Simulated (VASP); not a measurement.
A run of VASP 6.6.1 is set up as follows.

File INCAR:

```
PREC = Accurate ; ENCUT = 600
EDIFF = 1E-6 ; ISMEAR = 0
SIGMA = 0.03 ; LREAL = F
LASPH = T ; NELM = 80
ALGO = Normal ; ISIF = 3
LWAVE = F ; LCHARG = F
GGA = PS ; IBRION = 2
NSW = 90 ; EDIFFG = -0.01
KPAR = 2
```

The input KPOINTS:

```
Automatic mesh
0
Gamma
  10 10 10
```

POSCAR

```
HgTe
1.0
    0.0000000000      3.2145000000      3.2145000000
    3.2145000000      0.0000000000      3.2145000000
    3.2145000000      3.2145000000      0.0000000000
Hg Te
1 1
Direct
    0.0000000000      0.0000000000      0.0000000000
    0.2500000000      0.2500000000      0.2500000000
```

Potentials or basis: VASP PAW PBE potentials, release 64 (Hg, Te).

Run with:

```bash
$ cat potpaw_PBE.64/Hg/POTCAR potpaw_PBE.64/Te/POTCAR > POTCAR
$ mpirun -np 2 vasp_std > vasp.out
```

(1) Estimate the relaxed cell.

(2) Predict the band gap on the k mesh.

(3) What does it give for the relaxed volume?

Answers

(1) a = 4.608 Å, b = 4.608 Å, c = 4.608 Å, α = 60.00°, β = 60.00°, γ = 60.00°.

(2) none (metal or under the smearing width).

(3) 34.58 Å³/atom.

Caveat: the PAW data sets were made with another functional, which shifts forces and pressure a little.
